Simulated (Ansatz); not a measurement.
## SnO$_{2}$ under pressure: fit and missing row

SnO$_{2}$, Pbcn, a = 4.732 Å, b = 5.743 Å, c = 5.238 Å. This isn't the usual stable structure of the compound. Ansatz: r2SCAN, PAW, 500 eV, Γ-centred 6×6×6 mesh on 12 atoms, Gaussian smearing 0.02 eV; no spin polarisation. Cell and atoms are relaxed at each pressure, and no other structure is tried, so the rows at high pressure may lie past a change of phase.

| V (Å³/atom) | P (GPa) |
| --- | --- |
| ? | 19.99 |
| 11.337 | 9.98 |
| 11.586 | 4.99 |
| 11.749 | 2.00 |
| 11.864 | 0.01 |
| 11.986 | -1.99 |

Problem. Take V0 = 11.864 Å³/atom, count pressures from its P0 = 0.01 GPa, fit the third-order Birch–Murnaghan form to the other rows, and predict the missing volume.

Solution. With the Eulerian strain f = ½[(V0/V)^(2/3) − 1] and y = (P − P0)/[3f(1 + 2f)^(5/2)], the form is the line y = B0 + 1.5 B0 (B0′ − 4) f. Rows (f, y): 0.01538, 200.3; 0.00797, 200.2; 0.00326, 200.2; -0.00340, 199.5. Means f = 0.005802, y = 200.05; Σ(Δf)² = 0.0001876, ΣΔfΔy = 0.007400; the slope is their ratio. y = 199.8 + 39.45 f GPa, so B0 = 199.8 GPa and B0′ = 4 + 2 × (39.45)/(3 × 199.8) = 4.13. P = 19.99 GPa is met at f = 0.02881 (y = 200.94), so V = V0 (1 + 2f)^(−3/2) = 10.908 Å³/atom. The run gave 10.900 Å³/atom, so the fit is 0.008 Å³/atom too high, 0.74 % of the span of the series, against an rms of 0.0002 Å³/atom on the fitted rows. The row lies outside the fitted range. The points of y bend away from a line: a fourth-order term fitted to them gives P = 20.01 GPa at this row's volume (the line 20.19, the run 19.99).